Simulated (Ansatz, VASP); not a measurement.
Given: the input of a run of Ansatz 0.2.0 on PtSe2 (Sudovikovite). 

File input.yaml:

```yaml
crystal:
  lattice:
    - [3.724, 0.0, 0.0]
    - [-1.862, 3.2250786037, 0.0]
    - [0.0, 0.0, 5.062]
  atoms:
    - { symbol: Pt, position: [0.0, 0.0, 0.0] }
    - { symbol: Se, position: [0.6666666667, 0.3333333333, 0.75] }
    - { symbol: Se, position: [0.3333333333, 0.6666666667, 0.25] }
hamiltonian:
  xc: pbe
  pseudopotentials: { kind: paw }
kpoints:
  mp_grid: { grid: [8, 8, 5] }
scf:
  occupations: { method: gaussian, width: 0.1 }
output:
  forces: true
  stress: true
  eigenvalues: true
```

Potentials or basis: Ansatz PAW.

Command:

```console
$ ansatz run input.yaml --threads 2 --pin off --max-ram 5632MiB --backend cpu --events-out ev --progress --plain --runs-dir out
```

Q: Set up the same calculation for VASP 6.6.1. Potentials or basis there: PBE PAW files Pt, Se, 520 eV.

A: As run (cutoffs and basis follow the program's own potentials, and thresholds, step limits or extra output files can differ):

File INCAR:

```
PREC     = Accurate       # precision mode
ENCUT    = 520            # plane-wave cutoff, eV
EDIFF    = 1E-6           # SCF threshold, eV
ISMEAR   = 0              # smearing method
SIGMA    = 0.1            # smearing width, eV
LREAL    = False          # projectors in reciprocal space
LASPH    = True           # aspherical terms in the spheres
NELM     = 100            # most SCF steps
ALGO     = Fast           # electronic algorithm
ISIF     = 2              # what is computed and relaxed
LWAVE    = False          # write WAVECAR
LCHARG   = False          # write CHGCAR
GGA      = PE             # functional
```

File KPOINTS:

```
Automatic mesh
0
Gamma
  8 8 5
```

Contents of POSCAR:

```
PtSe2
3.724
    1.000000000000      0.000000000000      0.000000000000
   -0.500000000000      0.866025403786      0.000000000000
    0.000000000000      0.000000000000      1.359291084855
Pt Se
1 2
Direct
    0.0000000000      0.0000000000      0.0000000000
    0.6666666667      0.3333333333      0.7500000000
    0.3333333333      0.6666666667      0.2500000000
```

Potentials or basis: VASP PAW PBE potentials, release 64 (Pt, Se).

Launch:

```console
$ cat potpaw_PBE.64/Pt/POTCAR potpaw_PBE.64/Se/POTCAR > POTCAR
$ mpirun -np 1 vasp_std > vasp.out
```

Both were run:

|  | Ansatz | VASP |
| --- | --- | --- |
| Pressure | 7.3 GPa | 7.3 GPa |
| Largest force | 0.591 eV/Å | 0.598 eV/Å |

Ansatz's pressure holds a Pulay term of +0.03 GPa for its cutoff of 420 eV, which the other run lacks.

The potentials hold 50 and 22 valence electrons a cell.

Where Ansatz's input types no cutoff or centring, it takes its own default and a Γ-centred mesh.

Pressure is positive in compression.
